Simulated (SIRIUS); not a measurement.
# Cu in SIRIUS: the effect of Hubbard term

Crystal: Cu.

```
CELL_PARAMETERS angstrom
0.00000 1.80750 1.80750
1.80750 0.00000 1.80750
1.80750 1.80750 0.00000
ATOMIC_POSITIONS crystal
Cu 0.00000 0.00000 0.00000
```

Alike in all runs:

```yaml
Program: SIRIUS 7.12.0
Task: single point
Functional: PBE
Potentials_or_basis: PseudoDojo 0.4.1 PBE standard (scalar relativistic)
Cutoff: 1254 eV
Density_cutoff: 5016 eV
k_mesh: 13 × 13 × 13
Occupations: fermi-dirac, width 0.05 eV
Spin: no spin polarisation
Libxc_names: "[\"XC_GGA_X_PBE\", \"XC_GGA_C_PBE\"]"
Energy_tol: 1e-08 Ha
Density_tol: 1e-06
Mixer: anderson
Mixing_beta: 0.7
Max_scf: 100
Radial_cutoff_for_the_potentials'_integrals: 6.5 bohr
```

```csv
Hubbard term,pressure (GPa)
none,1.5
Cu d U = 2 eV,2.3
Cu d U = 4 eV,3.3
Cu d U = 6 eV,?
Cu d U = 8 eV,5.6
```

Question: What does the run with Hubbard term Cu d U = 6 eV give?

Answer: Pressure 4.4 GPa.

Worked out: A parabola through the other rows of the pressure, of slope 0.58 GPa per eV there, gives 4.4 GPa, against the run's 4.4.

Caveats: U without spin polarisation on a metal has little footing (some runs); the U is typed as a test and isn't derived for this compound (some runs).
